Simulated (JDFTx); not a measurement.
# TaN under changes of volume

One of the cells (10.813 Å³/atom); the others are scaled copies at fixed shape and fractional positions:

```
Ta N
1.0
     0.00000    2.21132    2.21132
     2.21132    0.00000    2.21132
     2.21132    2.21132    0.00000
Ta N
1 1
Cartesian
  2.2113 2.2113 2.2113
  0.0000 0.0000 0.0000
```

The cell comes from a database or a generator and needn't be the stable form of this composition.

* Program: JDFTx 1.7.0 (patched build)
* Functional: PBEsol
* Potentials or basis: PseudoDojo-SR-PBEsol-0.4.1-standard with smoothed tails
* Cutoff: 1143 eV
* Density cutoff: 9143 eV
* k mesh: 10 × 10 × 10
* Occupations: fermi-dirac, width 0.05 eV
* Spin: no spin polarisation

```csv
volume (Å³/atom),energy over the lowest point (meV/atom),pressure (GPa)
10.164,?,?
10.381,0.00,2.6
10.597,1.53,-4.7
10.813,12.29,-11.1
11.030,31.30,-16.9
11.246,57.68,-22.1
11.462,90.66,-26.7
```

**Question.** What does the run at 10.164 Å³/atom give?

**Answer.** Energy over the lowest point 8.80 meV/atom; pressure 10.6 GPa.

Worked out: A Birch-Murnaghan fit of order 3 (a polynomial in V^(-2/3)) to the other rows has its minimum at 10.45 Å³/atom with B0 = V·E''(V) = 353 GPa and B' = 4.3. It gives 8.73 meV/atom at 10.164 Å³/atom, against the run's 8.80, and -dE/dV = 10.5 GPa, against 10.6.

Energies are extrapolated to zero smearing.
